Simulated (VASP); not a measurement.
# AlN (P6_3mc) in VASP: settings compared, part 2 of 2

VASP 6.6.1. Earlier steps stand in the parts before.

### 4 Phonons, LDA

File POSCAR:

```
AlN
1.0
    3.1130000000      0.0000000000      0.0000000000
   -1.5565000000      2.6959370820      0.0000000000
    0.0000000000      0.0000000000      4.9810000000
Al N
2 2
Direct
    0.6666666667      0.3333333333      0.5000000000
    0.3333333333      0.6666666667      0.0000000000
    0.6666666667      0.3333333333      0.8800000000
    0.3333333333      0.6666666667      0.3800000000
```

File INCAR.step1:

```
PREC     = Accurate       # precision mode
ENCUT    = 600            # plane-wave cutoff, eV
EDIFF    = 1E-8           # SCF threshold, eV
ISMEAR   = 0              # smearing method
SIGMA    = 0.02           # smearing width, eV
LREAL    = F              # projectors in reciprocal space
LASPH    = T              # aspherical terms in the spheres
NELM     = 100            # most SCF steps
ALGO     = Normal         # electronic algorithm
ISIF     = 3              # what is computed and relaxed
LWAVE    = F              # write WAVECAR
LCHARG   = F              # write CHGCAR
IBRION   = 2              # ionic algorithm
NSW      = 40             # ionic steps
EDIFFG   = -0.002         # ionic threshold
```

File INCAR.step2:

```
PREC     = Accurate       # precision mode
ENCUT    = 600            # plane-wave cutoff, eV
EDIFF    = 1E-8           # SCF threshold, eV
ISMEAR   = 0              # smearing method
SIGMA    = 0.02           # smearing width, eV
LREAL    = F              # projectors in reciprocal space
LASPH    = T              # aspherical terms in the spheres
NELM     = 100            # most SCF steps
ALGO     = Normal         # electronic algorithm
ISIF     = 2              # what is computed and relaxed
LWAVE    = F              # write WAVECAR
LCHARG   = F              # write CHGCAR
IBRION   = 8              # ionic algorithm
NSW      = 1              # ionic steps
```

File KPOINTS:

```
Automatic mesh
0
Gamma
  7 7 5
```

Potentials or basis: VASP PAW LDA potentials, release 64 (Al, N).

Run with:

```console
cat potpaw_LDA.64/Al/POTCAR potpaw_LDA.64/N/POTCAR > POTCAR
cp INCAR.step1 INCAR
mpirun -np 1 vasp_std > vasp.out
cp CONTCAR POSCAR
cp INCAR.step2 INCAR
mpirun -np 1 vasp_std > vasp.out
```

OUTCAR:

```text
PREC = Accurate
   ENCUT = 600
   EDIFF = 1E-8
   ISMEAR = 0
   LREAL = F
   LASPH = T
   NELM = 100
   ISIF = 2
   IBRION = 8
   NSW = 1

 ion  position               nearest neighbor table
   1  0.667  0.333  0.499-   4 1.88   4 1.88   4 1.88   3 1.89   2 3.05   2 3.05   2 3.05   2 3.05
                             2 3.05   2 3.05
   2  0.333  0.667  0.999-   3 1.88   3 1.88   3 1.88   4 1.89   1 3.05   1 3.05   1 3.05   1 3.05
                             1 3.05   1 3.05
   3  0.667  0.333  0.881-   2 1.88   2 1.88   2 1.88   1 1.89
   4  0.333  0.667  0.381-   1 1.88   1 1.88   1 1.88   2 1.89

  LATTYP: Found a hexagonal cell.
[... 641 lines left out ...]

 Eigenvectors and eigenvalues of the dynamical matrix
 ----------------------------------------------------

   1 f  =   21.928720 THz   137.782212 2PiTHz  731.463367 cm-1    90.689858 meV
             X         Y         Z           dx          dy          dz
      1.545677  0.892397  2.468624     0.000000   -0.000000    0.008065
     -0.000000  1.784794  4.942194     0.000000   -0.000000   -0.008065
      1.545677  0.892397  4.358430    -0.000000    0.000000   -0.707061
     -0.000000  1.784794  1.884860    -0.000000    0.000000    0.707061
[... 71 lines left out ...]
  12 f/i=    0.001791 THz     0.011253 2PiTHz    0.059741 cm-1     0.007407 meV
             X         Y         Z           dx          dy          dz
      1.545677  0.892397  2.468624    -0.000000   -0.000000   -0.573703
     -0.000000  1.784794  4.942194    -0.000000   -0.000000   -0.573703
      1.545677  0.892397  4.358430    -0.000000   -0.000000   -0.413357
     -0.000000  1.784794  1.884860    -0.000000   -0.000000   -0.413357

--------------------------------------------------------------------------------------------------------

 ELASTIC MODULI CONTR FROM IONIC RELAXATION (kBar)
 Direction    XX          YY          ZZ          XY          YZ          ZX
 --------------------------------------------------------------------------------
 XX        -774.9411    360.4211    459.1447      0.0000      0.0000     -0.0000
 YY         360.4211   -774.9411    459.1447      0.0000      0.0000      0.0000
 ZZ         459.1447    459.1447  -1017.1468     -0.0000      0.0000      0.0000
 XY           0.0000      0.0000     -0.0000   -567.6811     -0.0000      0.0000
 YZ          -0.0000      0.0000      0.0000     -0.0000   -147.1420      0.0000
 ZX          -0.0000      0.0000      0.0000      0.0000      0.0000   -152.4592
 --------------------------------------------------------------------------------
```

OUTCAR.step1:

```text
PREC = Accurate
   ENCUT = 600
   EDIFF = 1E-8
   ISMEAR = 0
   LREAL = F
   LASPH = T
   NELM = 100
   ISIF = 3
   IBRION = 2
   NSW = 40
   EDIFFG = -0.002
[... 486 lines left out ...]
  band No.  band energies     occupation
      1      -9.0680      2.00000
      2      -6.7818      2.00000
      3      -0.0523      2.00000
      4       5.2010      2.00000
      5       5.2010      2.00000
      6       5.8622      2.00000
      7       5.8622      2.00000
      8       6.0908      2.00000
      9      10.4917      0.00000
     10      12.7980      0.00000
     11      16.7264      0.00000
     12      17.1688      0.00000
[... 374 lines left out ...]
  FREE ENERGIE OF THE ION-ELECTRON SYSTEM (eV)
  ---------------------------------------------------
  free  energy   TOTEN  =       -32.8432204309 eV

  energy  without entropy=      -32.8432204309  energy(sigma->0) =      -32.84322043

 reached required accuracy - stopping structural energy minimisation
```

It took 2.8 min on 1 thread of AMD EPYC 9R45 (Zen 5), shared host; peak memory 0.29 GiB.

Results:

```
Relaxed volume                                          : 10.24 Å³/atom
Relaxed cell                                            : a = 3.091 Å, b = 3.091 Å, c = 4.947 Å, α = 90.00°, β = 90.00°, γ = 120.00°
Space group after relaxing (to 0.05 Å)                  : P6_3mc (No. 186)
Highest phonon frequency at Γ, LO-TO splitting left out : 731 cm⁻¹
```

Step by step:
| step | energy change (eV) | largest force (eV/Å) | pressure (GPa) | volume (Å³) |
| --- | --- | --- | --- | --- |
| 1 | 0.0000 | 0.1197 | -4.18 | 41.80 |
| 2 | -0.0013 | 0.0855 | 4.22 | 40.18 |
| 3 | -0.0124 | 0.0191 | -0.02 | 40.95 |
| 4 | -0.0124 | 0.0170 | 0.07 | 40.94 |
| 5 | -0.0126 | 0.0120 | 0.09 | 40.93 |
| 6 | -0.0126 | 0.0072 | 0.11 | 40.92 |
| 7 | -0.0126 | 0.0090 | -0.12 | 40.97 |
| 8 | -0.0126 | 0.0005 | 0.00 | 40.94 |

Final structure:
```
Al N
1.0
     3.09135    0.00000    0.00000
    -1.54568    2.67719    0.00000
     0.00000    0.00000    4.94714
Al N
2 2
Direct
  0.66667 0.33333 0.49900
  0.33333 0.66667 0.99900
  0.66667 0.33333 0.88100
  0.33333 0.66667 0.38100
```

Phonon frequencies in cm⁻¹ (negative: imaginary):
| q point | frequencies |
| --- | --- |
| (0.000, 0.000, 0.000) | 0 0 0 239 239 554 624 671 671 682 682 731 |

### 5 Elastic constants, LDA

POSCAR is that of step 4.

File INCAR.step1:

```
ALGO = Normal
EDIFF = 1E-8
EDIFFG = -0.002
ENCUT = 600
IBRION = 2
ISIF = 3
ISMEAR = 0
LASPH = T
LCHARG = F
LREAL = F
LWAVE = F
NELM = 100
NSW = 40
PREC = Accurate
SIGMA = 0.02
```

File INCAR.step2:

```
ALGO = Normal
EDIFF = 1E-8
ENCUT = 600
IBRION = 6
ISIF = 3
ISMEAR = 0
LASPH = T
LCHARG = F
LREAL = F
LWAVE = F
NELM = 100
NFREE = 2
NSW = 1
POTIM = 0.015
PREC = Accurate
SIGMA = 0.02
```

File KPOINTS:

```
k-points
0
Gamma
  7 7 5
```

Run with:

```console
cat potpaw_LDA.64/Al/POTCAR potpaw_LDA.64/N/POTCAR > POTCAR
cp INCAR.step1 INCAR
mpirun -np 1 vasp_std > vasp.out
cp CONTCAR POSCAR
cp INCAR.step2 INCAR
mpirun -np 1 vasp_std > vasp.out
```

It took 5.2 min on 1 thread of AMD EPYC 9R45 (Zen 5), shared host; peak memory 0.24 GiB.

It converged, with:

| Quantity | Value |
| --- | --- |
| Relaxed volume | 10.24 Å³/atom |
| Relaxed cell | a = 3.091 Å, b = 3.091 Å, c = 4.947 Å, α = 90.00°, β = 90.00°, γ = 120.00° |
| Space group after relaxing (to 0.05 Å) | P6_3mc (No. 186) |
| Voigt bulk modulus | 212 GPa |
| Highest phonon frequency at Γ, LO-TO splitting left out | 732 cm⁻¹ |

The path:
```csv
step,energy change (eV),largest force (eV/Å),pressure (GPa),volume (Å³)
1,0.0000,0.1197,-4.18,41.80
2,-0.0013,0.0855,4.22,40.18
3,-0.0124,0.0191,-0.02,40.95
4,-0.0124,0.0170,0.07,40.94
5,-0.0126,0.0120,0.09,40.93
6,-0.0126,0.0072,0.11,40.92
7,-0.0126,0.0090,-0.12,40.97
8,-0.0126,0.0005,0.00,40.94
```

Final structure:
```
Al N
1.0
     3.09135    0.00000    0.00000
    -1.54568    2.67719    0.00000
     0.00000    0.00000    4.94714
Al N
2 2
Direct
  0.66667 0.33333 0.49900
  0.33333 0.66667 0.99900
  0.66667 0.33333 0.88100
  0.33333 0.66667 0.38100
```

Phonon frequencies in cm⁻¹ (negative: imaginary):
| q point | frequencies |
| --- | --- |
| (0.000, 0.000, 0.000) | 0 0 0 239 239 554 624 671 671 682 682 732 |

Elastic tensor in Voigt notation (GPa, in the Cartesian axes of the cell as first typed):
```
397 145 113   0   0   0
145 397 113   0   0   0
113 113 370   0   0   0
  0   0   0 115   0   0
  0   0   0   0 115   0
  0   0   0   0   0 126
```

Clamped-ion elastic tensor (GPa):
```
476 107  67   0   0   0
107 476  67   0   0   0
 67  67 472   0   0   0
  0   0   0 131   0   0
  0   0   0   0 131   0
  0   0   0   0   0 184
```

### 6 G0W0 quasiparticle levels, PBE

POSCAR is that of step 5.

File INCAR.step1:

```
SYSTEM = AlN
PREC = Accurate
ENCUT = 450
EDIFF = 1E-8
ISMEAR = 0
SIGMA = 0.01
LREAL = .False.
LASPH = .True.
NELM = 100
ALGO = Normal
LWAVE = .True.
LCHARG = .False.
GGA = PE
```

File INCAR.step2:

```
SYSTEM = AlN
PREC = Accurate
ENCUT = 450
EDIFF = 1E-8
ISMEAR = 0
SIGMA = 0.01
LREAL = .False.
LASPH = .True.
NELM = 1
ALGO = Exact
LWAVE = .True.
LCHARG = .False.
GGA = PE
NBANDS = 175
LOPTICS = .True.
ISTART = 1
```

File INCAR.step3:

```
SYSTEM = AlN
PREC = Accurate
ENCUT = 450
EDIFF = 1E-8
ISMEAR = 0
SIGMA = 0.01
LREAL = .False.
LASPH = .True.
ALGO = EVGW0
LWAVE = .False.
LCHARG = .False.
GGA = PE
NELMGW = 1
NBANDS = 175
ENCUTGW = 200
NOMEGA = 48
PRECFOCK = Fast
ISTART = 1
NBANDSGW = 16
```

File KPOINTS:

```
Automatic mesh
0
Gamma
  6 6 3
  0 0 0
```

Potentials or basis: VASP PAW PBE potentials, release 64 (Al_GW, N_GW).

Run with:

```console
cat potpaw_PBE.64/Al_GW/POTCAR potpaw_PBE.64/N_GW/POTCAR > POTCAR
cp INCAR.step1 INCAR
mpirun -np 1 vasp_std > vasp.out
cp INCAR.step2 INCAR
mpirun -np 1 vasp_std > vasp.out
cp INCAR.step3 INCAR
mpirun -np 1 vasp_std > vasp.out
```

OUTCAR:

```text
SYSTEM = AlN
   PREC = Accurate
   ENCUT = 450
   EDIFF = 1E-8
   ISMEAR = 0
   LREAL = .False.
   LASPH = .True.
   GGA = PE
   NELMGW = 1
   ENCUTGW = 200
   PRECFOCK = Fast
   ISTART = 1

 Found     14 irreducible k-points:

 Following reciprocal coordinates:
            Coordinates               Weight
  0.000000  0.000000  0.000000      1.000000
  0.166667  0.000000  0.000000      6.000000
  0.333333  0.000000  0.000000      6.000000
  0.500000  0.000000  0.000000      3.000000
  0.166667  0.166667  0.000000      6.000000
  0.333333  0.166667  0.000000     12.000000
   k-points           NKPTS =     14   k-points in BZ     NKDIM =    108   number of bands    NBANDS=    175
   number of dos      NEDOS =    301   number of ions     NIONS =      4
   total plane-waves  NPLWV =  20736
   dimension x,y,z NGX =    24 NGY =   24 NGZ =   36
   dimension x,y,z NGXF=    48 NGYF=   48 NGZF=   72
   ions per type =               2   2
   NGX,Y,Z   is equivalent  to a cutoff of  12.82, 12.82, 12.02 a.u.
   NGXF,Y,Z  is equivalent  to a cutoff of  25.63, 25.63, 24.03 a.u.
 SYSTEM =  AlN
   PREC   = accura    normal or accurate (medium, high low for compatibility)
   ISTART =      1    job   : 0-new  1-cont  2-samecut
[... 33 lines left out ...]
   LHFCALC =     T    Hartree Fock is set to
   PRECFOCK=fast      Normal, Fast or Accurate (Low or Medium for compatibility)
   ENCUT4O =  -1.0   cutoff for four orbital integrals eV
   NKREDX  =     1    reduce k-point grid by
   NKREDY  =     1    reduce k-point grid by
   NKREDZ  =     1    reduce k-point grid by
   AEXX    =    1.0000 exact exchange contribution
   HFSCREEN=    0.0000 screening length (either q_TF or 0.3 A-1)
   HFSCREENC=   0.0000 screening length for correlation (either q_TF or 0.3 A-1)
   ENCUTFOCK=  -1.0 apply spherical cutoff to Coloumb kernel
   IVDW    =     0    specifies the selected vdW correction
   LEPSILON=     F    determine dielectric tensor
   LRPA    =     F    only Hartree local field effects (RPA)
   LRPAFORCE           =     F    calculate RPA forces
   ENCUTGW             = 200.0    cutoff for response function in eV
   ENCUTGWSOFT         = 160.0    soft cutoff for Coulomb kernel in GW response function in eV
   ENCUTLF             =  -1.0    cutoff for local field effects
   NELMGW              =     1    number of iterations in solving QP/BSE equation
   NELMHF              =     1    number of iterations in the inner HF iteration
   NKREDLFX            =     1    NKREDLFY  =   1   NKREDLFZ  =   1
 non-spin polarized calculation
 Gauss-broadening in eV      SIGMA  =   0.01
  energy-cutoff  :      450.00
  volume of cell :       41.80
 maximum number of plane-waves:       929
 NGX is ok and might be reduce to    24
  NGX = 14; NGY = 14; NGZ = 24
   NGX = 11   NGY = 11   NGZ = 17
 maximum number of plane-waves:       287

 QP shifts <psi_nk| G(iteration)W_0 |psi_nk>: iteration 1
 for sc-GW calculations column KS-energies equals QP-energies in previous step
 and V_xc(KS)=  KS-energies - (<T + V_ion + V_H > + <T+V_H+V_ion>^1  + <V_x>^1)

 k-point   1 :       0.0000    0.0000    0.0000
  band No.  KS-energies  QP-energies   sigma(KS)   V_xc(KS)     V^pw_x(r,r')   Z            occupation Imag(sigma)

      1     -10.0609     -11.6630     -17.0263     -14.7968     -24.7762       0.7186       2.0000       1.2796
      2      -7.9125      -9.4027     -18.4190     -16.3520     -25.8697       0.7209       2.0000       1.0375
      3      -0.8741      -2.2056     -14.4833     -12.6524     -18.5339       0.7273       2.0000       0.2231
      4       4.2727       3.2392     -17.6364     -16.3011     -20.5918       0.7740       2.0000       0.0929
      5       4.2727       3.2392     -17.6364     -16.3011     -20.5918       0.7740       2.0000       0.0929
      6       4.9276       3.9813     -17.9862     -16.7682     -20.7859       0.7769       2.0000       0.0877
[... 96 lines left out ...]
      3       0.1750      -1.1573     -14.9819     -13.1868     -18.7050       0.7422       2.0000       0.1673
      4       1.2083      -0.0653     -15.7216     -14.0302     -19.2446       0.7530       2.0000       0.1414
      5       1.6282       0.3770     -15.6382     -13.9843     -19.0226       0.7566       2.0000       0.1320
      6       2.3439       1.1289     -16.1433     -14.5531     -19.3751       0.7640       2.0000       0.1161
[... 8 lines left out ...]
     15      17.6016      18.5781     -10.5949     -11.8472      -5.2895       0.7797       0.0000      -0.1812
     16      19.8331      20.7954     -10.3386     -11.5886      -4.3421       0.7699       0.0000      -0.3276

 [... further k-points ...]
```

OUTCAR.step1:

```text
SYSTEM = AlN
   PREC = Accurate
   ENCUT = 450
   EDIFF = 1E-8
   ISMEAR = 0
   LREAL = .False.
   LASPH = .True.
   NELM = 100
[... 201 lines left out ...]
     -0.00000      1.79729      0.00000         0.000000     -0.000000     -0.128371
      1.55650      0.89865      4.38328        -0.000000      0.000000      0.128371
     -0.00000      1.79729      1.89278         0.000000     -0.000000      0.128371
 -----------------------------------------------------------------------------------
    total drift:                               -0.000000      0.000000     -0.000157

  FREE ENERGIE OF THE ION-ELECTRON SYSTEM (eV)
  ---------------------------------------------------
  free  energy   TOTEN  =       -29.8077161378 eV

  energy  without entropy=      -29.8077161378  energy(sigma->0) =      -29.80771614
```

It took 11 min on 1 thread of Intel Xeon Platinum 8488C (Sapphire Rapids), shared host; peak memory 0.63 GiB.

These settings aren't checked as converged: the numbers below hold their error.

Results:

| Quantity | Value |
| --- | --- |
| Band gap on the k mesh, mean-field level | 4.21 eV, direct |
| Quasiparticle gap | 5.86 eV |
| Least direct quasiparticle gap | 5.86 eV |

Caveat: the k mesh is coarse (spacing up to 0.42 Å⁻¹), so the values aren't converged; the cutoff is under 1.25 times the usual one of these potentials, so pressure, stress and relaxed cells hold a basis-set (Pulay) error; bands, screening cutoff and mesh are small and nothing is extrapolated, so the quasiparticle values aren't converged.

### 7 Overview

| task | cell | k mesh | cutoff (eV) | ions in elastic constants | gap on the mesh (eV) | pressure (GPa) | largest force (eV/Å) |
| --- | --- | --- | --- | --- | --- | --- | --- |
| electric field gradients | as given | 10 × 10 × 6 | 520 | - | 4.25 | -4.1 | 0.12 |
| core levels | as given | 10 × 10 × 6 | 520 | - | 4.25 | -4.1 | 0.12 |
| phonons | relaxed | 7 × 7 × 5 | 600 | - | - | - | - |
| elastic constants | relaxed | 7 × 7 × 5 | 600 | relaxed | - | - | - |

Alike in all rows: level LDA; potentials or basis VASP PAW LDA potentials, release 64 (Al, N); no spin polarisation; smearing gaussian 0.02 eV.

Absolute energies hang on the potentials; compare differences alone.

### 8 Comparison with measurements

Step 2. A measured gap of AlN is 6.034 eV (an exciton energy, a little under the gap; 10 K; quoted in “Self-assembly of well-separated AlN nanowires directly on sputtered metallic TiN films”, 2019, arxiv:1910.07391); the calculated 4.25 eV misses it by -1.79 eV. 2 values of this kind are on record (6.034 to 6.0343 eV); this one was drawn at random. The value is that of LDA on a finite k mesh, which can miss the band edges, without temperature or zero-point motion. Semilocal functionals fall short of measured gaps as a rule.

Step 3. A measured gap of AlN is 6.0343 eV (an exciton energy, a little under the gap; 0 K; quoted in “Structural and optical properties of self-assembled AlN nanowires grown on SiO2/Si substrates by molecular beam epitaxy”, 2024, arxiv:2402.00216); the calculated 4.25 eV misses it by -1.79 eV. 2 values of this kind are on record (6.034 to 6.0343 eV); this one was drawn at random. The value is that of LDA on a finite k mesh, which can miss the band edges, without temperature or zero-point motion. Semilocal functionals fall short of measured gaps as a rule.
